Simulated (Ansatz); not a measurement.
BN: input, output and frames of a trajectory

Level of theory: Ansatz, DFT PBE+D3(BJ), scalar-relativistic, plane waves, PAW. Cutoff 420 eV, shifted (0.5, 0.5, 0.5 steps) 2×2×2 k-points, Fermi–Dirac smearing of 0.02 eV. The mesh is coarse. No spin polarisation.

16 atoms, starting at 1.00 times the perfect crystal's volume (space group P-6m2, the cell as given, not relaxed at this level); Langevin thermostat and barostat at 200 K (friction 0.005 fs⁻¹), target pressure 10 GPa; 145 steps of 3 fs. The run is short and not equilibrated. The steps keep the starting cell's plane waves. The time step is on the long side.

The run converged.

Command:
```bash
ansatz run input.yaml --threads 4 --pin off --max-ram 5120MiB --backend cpu --events-out ev --progress --plain --runs-dir out
```

Input:
```yaml
crystal:
  lattice:
    - [2.5099983704, -4.3474447044, 0.0]
    - [-5.0199967408, 0.0, 0.0]
    - [0.0, 0.0, -6.69]
  atoms:
    - { symbol: B, position: [0.5, 0.5, 0.5] }
    - { symbol: B, position: [0.0, 0.5, 0.5] }
    - { symbol: B, position: [0.5, 0.0, 0.5] }
    - { symbol: B, position: [0.0, 0.0, 0.5] }
    - { symbol: B, position: [0.1666666667, 0.3333333333, 0.0] }
    - { symbol: B, position: [0.6666666667, 0.3333333333, 0.0] }
    - { symbol: B, position: [0.1666666667, 0.8333333333, 0.0] }
    - { symbol: B, position: [0.6666666667, 0.8333333333, 0.0] }
    - { symbol: "N", position: [0.5, 0.5, 0.0] }
    - { symbol: "N", position: [0.0, 0.5, 0.0] }
    - { symbol: "N", position: [0.5, 0.0, 0.0] }
    - { symbol: "N", position: [0.0, 0.0, 0.0] }
    - { symbol: "N", position: [0.3333333333, 0.1666666667, 0.5] }
    - { symbol: "N", position: [0.8333333333, 0.1666666667, 0.5] }
    - { symbol: "N", position: [0.3333333333, 0.6666666667, 0.5] }
    - { symbol: "N", position: [0.8333333333, 0.6666666667, 0.5] }
basis:
  ecutwfc: 420
kpoints:
  mp_grid: { grid: [2, 2, 2], shift: [0.5, 0.5, 0.5] }
hamiltonian:
  xc: pbe
  dispersion: d3bj
scf:
  occupations: { method: fermi_dirac, width: 0.02 }
  lower_state_search: "off"
  convergence: { dr2_threshold: 1.0e-07 }
output:
  forces: true
  stress: true
md:
  timestep: 3.0
  n_steps: 145
  ensemble: npt_langevin
  temperature: 200.0
  initial_velocities: maxwell_boltzmann
  seed: 92821
  friction: 0.005
  pressure: 10.0
```

Output (its end):
```
...
--- Per-component energies (eV) ---
  E_band       = -132.597075
  E_kinetic    = 1486.751080
  E_local      = -2764.772691  (includes V_loc(G=0)·N_el)
  E_nonlocal   = 467.265633
  E_hartree    = 892.495639
  E_xc         = -742.547206
  E_vxc        = -921.550118  (∫ρ·V_xc dr)
  E_paw        = -1656.837500  (= ΣΔE_a)
  E_vpaw       = -185.283287  (= ΣTr[D̂ρ^β])
  E_aug_tail   = 0.000796  (compensation charges beyond the density's cutoff)
  E_ewald      = -2020.887648
  E_disp       = -2.366292  (pairwise vdW)
  E_smearing   = -0.000000  (= −TS)
  E_closure    = -0.000000  (closes the sum)
  Σ components = -4340.898189   (vs F -4340.898189, Δ=0.00e0)
--- Forces (eV/Å), atoms counted from 1 ---
  atom   1  B     -0.36591223    -0.91081079     0.44800908
  atom   2  B     -0.44639453     0.91475588    -0.53734164
  atom   3  B     -1.08982398     0.52093699     0.39205435
  atom   4  B     -0.04758377     0.30260325    -0.78215107
  atom   5  B     -0.68955825     2.35418925    -0.36840453
  atom   6  B     -0.79986789    -0.62687814     0.25210036
  atom   7  B      1.81732340     0.54767283     0.43768662
  atom   8  B      0.30774851     0.65047985     0.37519054
  atom   9  N     -0.67428634    -0.40046330    -0.14910568
  atom  10  N      0.81943334    -1.38028479     0.25384408
  atom  11  N     -0.70063838    -0.09400228    -0.32712371
  atom  12  N     -0.15799173    -1.10325033    -0.34715256
  atom  13  N      1.07160347     0.60277096     0.27973077
  atom  14  N     -0.15891533    -1.60165900     0.26351206
  atom  15  N      1.11885982     0.58392825    -0.23620129
  atom  16  N     -0.00389710    -0.36004856     0.04538709
  max |Σ_I F_I| component: 9.90e-5 eV/Å
--- Stress (GPa, compression-positive) ---
       18.085500       1.293233      -0.184113
        1.293223      21.659717       0.128640
       -0.184115       0.128638      -0.085686
  P = ⅓ Tr σ = 13.2198 GPa (132.198 kbar)
--- MD trajectory: 145 steps, t = 0.0 → 435.0 fs ---
  final state: T = 140.5 K   F+E_penalty+E_count = -4340.89784312 eV   E_kin = 0.290492 eV
  conserved energy: peak-to-peak 4.558e-2 eV (2.849e-3 eV/atom) over 435.0 fs
  cell: V = 138.0675 Å³ at the end; means of 146 rows, the approach among them: V = 140.1289 Å³, P_inst = 9.9678 GPa
  mean static stress (GPa): xx 14.0372  yy 15.0503  zz -0.0036  yz -0.0077  xz 0.0269  xy 0.9607
  the result is of one more SCF, on plane waves selected at the last cell: its energy does not rank with the rows'
```

Frames along the run (Å, eV/Å; dE is the potential energy from the first frame):

```xyz
16
Lattice="2.510 -4.347 0.000 -5.020 0.000 0.000 0.000 0.000 -6.690" Properties=species:S:1:pos:R:3:forces:R:3 pbc="T T T" time_fs=0.00 dE_eV=0.0000 T_K=188
B    -1.255   -2.174   -3.345    0.062   -0.036    0.000
B    -2.510    0.000   -3.345    0.062   -0.036    0.000
B     1.255   -2.174   -3.345    0.062   -0.036    0.000
B     0.000    0.000   -3.345    0.062   -0.036    0.000
B    -1.255   -0.725    0.000    0.065   -0.037    0.000
B     0.000   -2.898    0.000    0.065   -0.037    0.000
B    -3.765   -0.725    0.000    0.065   -0.037    0.000
B    -2.510   -2.898    0.000    0.065   -0.037    0.000
N    -1.255   -2.174    0.000   -0.067    0.039    0.000
N    -2.510    0.000    0.000   -0.067    0.039    0.000
N     1.255   -2.174    0.000   -0.067    0.039    0.000
N     0.000    0.000    0.000   -0.067    0.039    0.000
N     0.000   -1.449   -3.345   -0.060    0.035    0.000
N     1.255   -3.623   -3.345   -0.060    0.035    0.000
N    -2.510   -1.449   -3.345   -0.060    0.035    0.000
N    -1.255   -3.623   -3.345   -0.060    0.035    0.000
16
Lattice="2.471 -4.280 0.000 -4.942 0.000 0.000 0.000 0.000 -6.586" Properties=species:S:1:pos:R:3:forces:R:3 pbc="T T T" time_fs=33.00 dE_eV=0.4715 T_K=110
B    -1.211   -2.101   -3.329   -0.304    1.341    0.087
B    -2.446    0.077   -3.299   -1.037   -0.983   -0.197
B     1.257   -2.086   -3.310    0.582    0.296   -0.110
B    -0.013    0.055   -3.320    1.622   -0.306   -0.592
B    -1.186   -0.749    0.007   -1.546   -0.735   -0.281
B     0.019   -2.913    0.029   -0.147    0.344   -0.219
B    -3.710   -0.783    0.004    1.557    1.117   -0.108
B    -2.457   -2.905   -0.014    0.603    0.785    0.411
N    -1.217   -2.197    0.020    0.201    0.840   -0.057
N    -2.441   -0.036   -0.054   -0.724   -1.594    0.423
N     1.257   -2.200    0.064   -0.498    0.430   -0.270
N     0.018   -0.028   -0.017    0.547   -1.126   -0.003
N     0.043   -1.378   -3.384   -1.668    0.339    0.504
N     1.247   -3.510   -3.358    0.063    0.310    0.372
N    -2.462   -1.360   -3.205    0.957   -0.223   -0.485
N    -1.228   -3.502   -3.383   -0.209   -0.835    0.525
16
Lattice="2.444 -4.233 0.000 -4.888 0.000 0.000 0.000 0.000 -6.514" Properties=species:S:1:pos:R:3:forces:R:3 pbc="T T T" time_fs=66.00 dE_eV=0.9919 T_K=120
B    -1.210   -1.965   -3.308    1.445   -1.774   -0.188
B    -2.405    0.096   -3.326    0.949    1.496   -0.221
B     1.249   -2.005   -3.305   -0.286    0.223   -0.269
B     0.084    0.129   -3.408   -2.009   -0.436    1.043
B    -1.181   -0.829   -0.057    1.841    1.531    0.840
B     0.068   -2.906    0.003    0.971   -0.508    0.111
B    -3.583   -0.758   -0.015   -1.486   -1.644    0.319
B    -2.369   -2.895    0.044   -0.858   -1.070   -0.484
N    -1.148   -2.219    0.005   -0.311    0.266   -0.189
N    -2.368   -0.094    0.021   -0.122    0.826   -0.443
N     1.291   -2.205    0.013    0.000    1.298   -0.142
N     0.055   -0.078    0.010   -0.049   -0.577   -0.247
N     0.030   -1.288   -3.284    0.041    0.381   -0.281
N     1.272   -3.395   -3.356   -0.101   -1.629   -0.021
N    -2.421   -1.297   -3.348   -0.295    0.096    0.260
N    -1.167   -3.415   -3.333    0.270    1.520   -0.089
16
Lattice="2.486 -4.306 0.000 -4.972 0.000 0.000 0.000 0.000 -6.626" Properties=species:S:1:pos:R:3:forces:R:3 pbc="T T T" time_fs=99.00 dE_eV=0.4501 T_K=117
B    -1.165   -2.015   -3.434   -0.532    0.810    0.302
B    -2.426    0.165   -3.502   -0.472    0.028    0.860
B     1.310   -1.972   -3.455    0.511   -0.432    0.569
B     0.032    0.144   -3.342    0.414    0.840   -0.900
B    -1.084   -0.827    0.067   -1.988   -1.047   -0.907
B     0.129   -3.007   -0.040   -0.921    0.161    0.404
B    -3.617   -0.876    0.045    0.934    1.585   -0.460
B    -2.374   -3.012   -0.067    0.835    1.152    0.894
N    -1.114   -2.271   -0.043   -0.488   -0.258    0.072
N    -2.356   -0.120    0.033   -0.388   -1.062    0.028
N     1.349   -2.284    0.000    0.849   -0.421   -0.286
N     0.120   -0.124    0.026    1.149    0.040   -0.039
N     0.060   -1.289   -3.329    0.192    0.507   -0.438
N     1.287   -3.411   -3.435    0.405   -0.392    0.027
N    -2.395   -1.276   -3.471   -1.035    0.338   -0.142
N    -1.209   -3.417   -3.434    0.536   -1.849    0.016
16
Lattice="2.497 -4.324 0.000 -4.993 0.000 0.000 0.000 0.000 -6.655" Properties=species:S:1:pos:R:3:forces:R:3 pbc="T T T" time_fs=135.00 dE_eV=0.3899 T_K=183
B    -1.213   -1.962   -3.461    0.794    0.259    0.386
B    -2.438    0.160   -3.409    0.575    0.962   -0.083
B     1.302   -2.006   -3.390   -0.911   -0.100   -0.475
B     0.100    0.203   -3.480   -0.270   -1.215    0.471
B    -1.083   -0.904   -0.021    2.200    0.777   -0.043
B     0.214   -3.044    0.011    0.812    1.000   -0.626
B    -3.514   -0.837   -0.039   -1.542   -1.706    0.177
B    -2.278   -3.035    0.048   -0.735   -0.763   -0.994
N    -1.037   -2.340   -0.022   -0.129    0.792    0.388
N    -2.295   -0.142   -0.056    0.838   -0.097    0.328
N     1.470   -2.304   -0.039   -0.297    0.072    0.498
N     0.214   -0.161    0.011   -1.162    0.085    0.026
N     0.056   -1.261   -3.488    0.135    0.229    0.304
N     1.336   -3.457   -3.407   -0.928    0.758   -0.100
N    -2.482   -1.260   -3.372    1.267   -0.429   -0.255
N    -1.157   -3.394   -3.458   -0.647   -0.623   -0.001
16
Lattice="2.451 -4.246 0.000 -4.902 0.000 0.000 0.000 0.000 -6.533" Properties=species:S:1:pos:R:3:forces:R:3 pbc="T T T" time_fs=168.00 dE_eV=0.7761 T_K=266
B    -1.130   -1.978   -3.321    0.066   -0.844   -0.179
B    -2.369    0.148   -3.308    0.500    0.871   -0.341
B     1.327   -1.942   -3.349   -0.182   -0.049    0.113
B     0.061    0.147   -3.340   -0.158    0.844    0.022
B    -0.906   -0.836   -0.081    0.184    0.908   -0.101
B     0.300   -2.968   -0.061   -1.030   -0.843    0.039
B    -3.375   -0.860   -0.030    0.157    0.319   -0.601
B    -2.164   -2.953   -0.058    1.352    0.255   -0.069
N    -0.918   -2.222   -0.055   -0.480   -1.823    0.025
N    -2.145   -0.155   -0.096   -0.314    0.824    0.273
N     1.506   -2.284   -0.004    0.688    1.410   -0.038
N     0.325   -0.109   -0.128   -0.584   -0.921    0.455
N     0.087   -1.249   -3.338   -0.280   -0.927    0.016
N     1.284   -3.351   -3.359    1.085   -0.759    0.205
N    -2.340   -1.236   -3.329   -0.366   -1.854    0.084
N    -1.145   -3.436   -3.329   -0.639    2.591    0.096
16
Lattice="2.456 -4.254 0.000 -4.912 0.000 0.000 0.000 0.000 -6.547" Properties=species:S:1:pos:R:3:forces:R:3 pbc="T T T" time_fs=201.00 dE_eV=0.7614 T_K=241
B    -1.142   -2.004   -3.302    0.361    0.846    0.141
B    -2.348    0.127   -3.344   -1.264   -1.000    0.491
B     1.305   -2.036   -3.308    0.785    0.583   -0.019
B     0.100    0.127   -3.246    1.002   -0.650   -0.363
B    -0.855   -0.791   -0.137   -0.098   -1.472    0.251
B     0.390   -2.933   -0.160    1.009    1.422    0.658
B    -3.300   -0.799   -0.153    0.072    1.397    0.661
B    -2.055   -2.934   -0.144   -0.870   -0.044    0.266
N    -0.839   -2.237   -0.161    0.097    1.089   -0.089
N    -2.054   -0.068   -0.059   -1.466   -0.998   -0.654
N     1.638   -2.178   -0.099   -0.856   -2.280   -0.555
N     0.348   -0.106   -0.143    2.047    0.952   -0.190
N     0.110   -1.294   -3.251   -1.106   -0.339   -0.256
N     1.334   -3.457   -3.307   -0.531    1.127   -0.023
N    -2.383   -1.310   -3.365    0.400    0.533    0.090
N    -1.132   -3.401   -3.242    0.418   -1.165   -0.409
16
Lattice="2.496 -4.324 0.000 -4.993 0.000 0.000 0.000 0.000 -6.654" Properties=species:S:1:pos:R:3:forces:R:3 pbc="T T T" time_fs=234.00 dE_eV=0.4255 T_K=188
B    -1.114   -2.075   -3.329   -0.590   -0.594   -0.096
B    -2.386    0.061   -3.277    1.409    1.740   -0.582
B     1.383   -2.037   -3.298   -1.070   -1.591   -0.385
B     0.131    0.080   -3.402   -0.689    0.958    0.976
B    -0.828   -0.773   -0.145    2.208    1.057    0.707
B     0.428   -2.936   -0.137    1.318    0.324   -0.003
B    -3.270   -0.761   -0.146   -1.454   -1.372    0.416
B    -2.021   -2.936   -0.116   -0.941    0.318   -0.081
N    -0.787   -2.189   -0.119   -0.792   -0.751   -0.178
N    -2.055   -0.054   -0.120    0.344    0.653   -0.215
N     1.692   -2.230   -0.202    0.465    0.667    0.410
N     0.477   -0.037   -0.036   -1.234   -0.871   -0.721
N     0.100   -1.346   -3.368    1.226   -0.137    0.070
N     1.392   -3.490   -3.289   -1.153   -0.908   -0.319
N    -2.375   -1.360   -3.319    0.718    0.397    0.099
N    -1.124   -3.524   -3.326    0.234    0.112   -0.098
16
Lattice="2.491 -4.314 0.000 -4.982 0.000 0.000 0.000 0.000 -6.639" Properties=species:S:1:pos:R:3:forces:R:3 pbc="T T T" time_fs=267.00 dE_eV=0.4900 T_K=198
B    -1.099   -2.056   -3.344    0.419   -1.585   -0.200
B    -2.360    0.073   -3.325    0.584   -0.379   -0.279
B     1.392   -2.108   -3.356    0.381    0.326    0.213
B     0.144    0.056   -3.240    0.783    0.574   -1.584
B    -0.701   -0.726   -0.040   -1.589    0.242   -0.575
B     0.569   -2.837   -0.057   -3.348   -2.013   -0.134
B    -3.224   -0.690   -0.038    0.818   -0.137   -0.533
B    -2.019   -2.858   -0.104    2.673   -0.587    0.624
N    -0.721   -2.159   -0.042   -0.543    0.153   -0.105
N    -1.979    0.025   -0.118    1.064   -0.505    0.640
N     1.753   -2.152   -0.026    1.230    2.144   -0.065
N     0.519    0.005   -0.106   -0.416    0.681    0.259
N     0.156   -1.373   -3.351   -0.035    0.136    0.460
N     1.398   -3.536   -3.329   -0.490   -0.180    0.368
N    -2.339   -1.381   -3.334   -0.842    0.922    0.067
N    -1.095   -3.519   -3.391   -0.689    0.208    0.844
16
Lattice="2.456 -4.254 0.000 -4.912 0.000 0.000 0.000 0.000 -6.547" Properties=species:S:1:pos:R:3:forces:R:3 pbc="T T T" time_fs=300.00 dE_eV=0.7891 T_K=179
B    -1.084   -2.135   -3.307    0.250    1.858   -0.224
B    -2.282    0.024   -3.391   -1.364   -0.493    0.656
B     1.364   -2.096   -3.326    0.367    0.424   -0.207
B     0.160    0.042   -3.349   -1.160   -0.600    0.348
B    -0.677   -0.626   -0.054    0.578   -1.336    0.331
B     0.537   -2.823    0.031    1.459    2.336   -0.511
B    -3.144   -0.685   -0.034    0.335    1.545    0.251
B    -1.871   -2.770    0.017   -1.264   -0.101   -0.567
N    -0.661   -2.090   -0.051    0.073    2.040    0.312
N    -1.911    0.059    0.024   -0.259   -1.822   -0.242
N     1.790   -2.066    0.020   -0.693   -1.862    0.030
N     0.561    0.075   -0.065   -0.397   -0.885    0.232
N     0.155   -1.382   -3.297   -1.242   -0.124   -0.173
N     1.357   -3.499   -3.366    1.603   -0.690   -0.015
N    -2.317   -1.398   -3.381    0.848   -0.070    0.220
N    -1.081   -3.528   -3.289    0.864   -0.219   -0.442
16
Lattice="2.470 -4.278 0.000 -4.940 0.000 0.000 0.000 0.000 -6.584" Properties=species:S:1:pos:R:3:forces:R:3 pbc="T T T" time_fs=336.00 dE_eV=0.6635 T_K=184
B    -1.050   -2.134   -3.451    0.205   -1.432    1.043
B    -2.310   -0.017   -3.336    1.379   -0.508   -0.299
B     1.446   -2.179   -3.390   -0.977   -0.298    0.202
B     0.173   -0.031   -3.453    1.497   -0.286    0.930
B    -0.642   -0.665    0.043   -0.930    1.778   -0.490
B     0.572   -2.753   -0.036   -1.767   -2.033    0.309
B    -3.115   -0.639    0.003   -0.054   -0.922   -0.324
B    -1.927   -2.802   -0.042    0.981    0.443    0.416
N    -0.679   -2.041    0.032   -0.441   -2.657   -0.343
N    -1.892    0.065   -0.010    0.277    0.703    0.112
N     1.773   -2.096   -0.085    2.088    1.857    0.221
N     0.587    0.049    0.037   -0.339    0.746   -0.163
N     0.194   -1.461   -3.426    0.396    0.255   -0.336
N     1.428   -3.619   -3.372   -0.736    1.226   -0.247
N    -2.290   -1.446   -3.328    0.308    0.001   -0.512
N    -1.034   -3.591   -3.367   -1.887    1.126   -0.518
16
Lattice="2.498 -4.326 0.000 -4.995 0.000 0.000 0.000 0.000 -6.657" Properties=species:S:1:pos:R:3:forces:R:3 pbc="T T T" time_fs=369.00 dE_eV=0.3888 T_K=215
B    -1.014   -2.272   -3.439    0.231    0.515   -0.020
B    -2.214   -0.088   -3.480   -1.776   -0.612    0.512
B     1.481   -2.257   -3.497    0.011    0.858    1.029
B     0.239   -0.094   -3.387    0.506    0.541   -0.650
B    -0.681   -0.680   -0.013   -1.420   -0.415    0.084
B     0.581   -2.885   -0.020   -0.164    1.968   -0.072
B    -3.248   -0.690   -0.017    2.290    0.471    0.118
B    -1.923   -2.841   -0.013    0.238    0.394   -0.116
N    -0.667   -2.108   -0.033   -0.251   -1.481    0.061
N    -1.941    0.039    0.017   -1.030   -1.248   -0.233
N     1.830   -2.112   -0.039   -1.046   -1.021    0.108
N     0.523    0.031    0.008    1.232    1.253   -0.194
N     0.208   -1.512   -3.419    1.489   -1.234   -0.201
N     1.489   -3.696   -3.409    0.728    0.733   -0.298
N    -2.241   -1.540   -3.445   -1.135    0.197   -0.355
N    -0.998   -3.694   -3.469    0.097   -0.919    0.227
16
Lattice="2.478 -4.292 0.000 -4.955 0.000 0.000 0.000 0.000 -6.604" Properties=species:S:1:pos:R:3:forces:R:3 pbc="T T T" time_fs=402.00 dE_eV=0.5163 T_K=140
B    -0.938   -2.264   -3.373    1.001    0.084   -0.428
B    -2.194   -0.112   -3.401    0.856   -0.490   -0.315
B     1.546   -2.280   -3.347    1.158    0.057   -1.167
B     0.322   -0.132   -3.431   -1.126   -0.040    0.439
B    -0.700   -0.684   -0.081    1.296   -1.399    0.213
B     0.491   -2.849   -0.029    0.687   -0.796   -0.198
B    -3.122   -0.732   -0.043   -2.593   -0.101   -0.249
B    -1.945   -2.851   -0.025   -1.274   -1.154   -0.419
N    -0.743   -2.145   -0.044    1.133    1.175    0.029
N    -1.922   -0.018   -0.056   -0.670    1.911    0.042
N     1.737   -2.160   -0.021    1.027    0.285   -0.009
N     0.557   -0.001   -0.106    0.287    0.033    0.443
N     0.328   -1.559   -3.382   -0.774   -0.071    0.222
N     1.540   -3.711   -3.440    0.072    0.259    0.505
N    -2.141   -1.551   -3.483   -2.034    0.238    0.969
N    -0.956   -3.692   -3.362    0.954    0.010   -0.077
16
Lattice="2.464 -4.267 0.000 -4.927 0.000 0.000 0.000 0.000 -6.567" Properties=species:S:1:pos:R:3:forces:R:3 pbc="T T T" time_fs=435.00 dE_eV=0.6365 T_K=140
B    -0.862   -2.260   -3.368   -0.366   -0.911    0.448
B    -2.071   -0.154   -3.280   -0.446    0.915   -0.537
B     1.612   -2.280   -3.388   -1.090    0.521    0.392
B     0.387   -0.144   -3.294   -0.048    0.303   -0.782
B    -0.738   -0.758   -0.071   -0.690    2.354   -0.368
B     0.564   -2.831   -0.125   -0.800   -0.627    0.252
B    -3.237   -0.697   -0.129    1.817    0.548    0.438
B    -1.937   -2.851   -0.109    0.308    0.651    0.375
N    -0.687   -2.149   -0.088   -0.674   -0.400   -0.149
N    -1.980    0.021   -0.166    0.820   -1.380    0.254
N     1.780   -2.112   -0.076   -0.701   -0.094   -0.327
N     0.475    0.015   -0.047   -0.158   -1.103   -0.347
N     0.356   -1.568   -3.409    1.072    0.603    0.280
N     1.619   -3.677   -3.352   -0.159   -1.602    0.264
N    -2.110   -1.571   -3.301    1.119    0.584   -0.236
N    -0.846   -3.689   -3.295   -0.004   -0.360    0.045
```